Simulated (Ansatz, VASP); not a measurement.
**One calculation of Li, two programs**

The input INCAR:

```
  ALGO = Normal
  EDIFF = 1E-6
  EDIFFG = -0.01
  ENCUT = 600
  GGA = CA
  IBRION = 2
  ISIF = 3
  ISMEAR = -1
  LASPH = T
  LCHARG = F
  LREAL = F
  LWAVE = F
  NELM = 100
  NSW = 80
  PREC = Accurate
  SIGMA = 0.1
```

File KPOINTS:

```
k-points
0
Gamma
  12 12 6
```

Contents of POSCAR:

```
Li
1.0
    3.1264265076      0.0000000000      0.0000000000
   -1.5632132538      2.7075647787      0.0000000000
    0.0000000000      0.0000000000      5.1054544869
Li
2
Direct
    0.3333333333      0.6666666667      0.2500000000
    0.6666666667      0.3333333333      0.7500000000
```

Input for Ansatz:

```yaml
crystal:
  lattice:
    - [3.1264265076, 0.0, 0.0]
    - [-1.5632132538, 2.7075647787, 0.0]
    - [0.0, 0.0, 5.1054544869]
  atoms:
    - { symbol: Li, position: [0.3333333333, 0.6666666667, 0.25] }
    - { symbol: Li, position: [0.6666666667, 0.3333333333, 0.75] }
hamiltonian:
  xc: lda
  pseudopotentials:
    kind: paw
    azcp:
      Li: "pseudopotentials/Li.paw.azcp"
basis:
  ecutwfc: 420
  fft_grid_basis: typed
kpoints:
  mp_grid: { grid: [12, 12, 6], shift: [0, 0, 0] }
magnetization:
  spin_polarized: false
scf:
  occupations: { method: fermi_dirac, width: 0.1 }
relax:
  max_steps: 60
  f_tol: 0.01
  cell: {}
```

The cell was built by a generator and needn't be a form met in nature.

Alike in both runs: task relaxation of cell and atoms; functional LDA; k mesh 12 × 12 × 6; occupations fermi-dirac, width 0.1 eV; no spin polarisation.

```csv
,VASP,Ansatz
version,VASP 6.6.1,Ansatz 0.2.0
potentials or method,"VASP PAW LDA potentials, release 64 (Li_sv)","plane waves (420 eV) with PAW, scalar-relativistic"
plane-wave cutoff (eV),600,420
valence electrons in the cell,6,6
```

VASP gave:

* relaxed volume (Å³/atom): 18.80
* relaxed cell length with the largest relative difference (Å): 2.985
* energy change over the relaxation (meV/atom): -17

Q: Estimate Ansatz's values.

A: Relaxed volume (Å³/atom): 19.01; relaxed cell length with the largest relative difference (Å): 2.997; energy change over the relaxation (meV/atom): -14.

Ansatz warned: «pseudo_functional_mismatch».

Caveats: the cutoff is under 1.25 times the usual one of these potentials, so pressure, stress and relaxed cells hold a basis-set (Pulay) error (VASP).
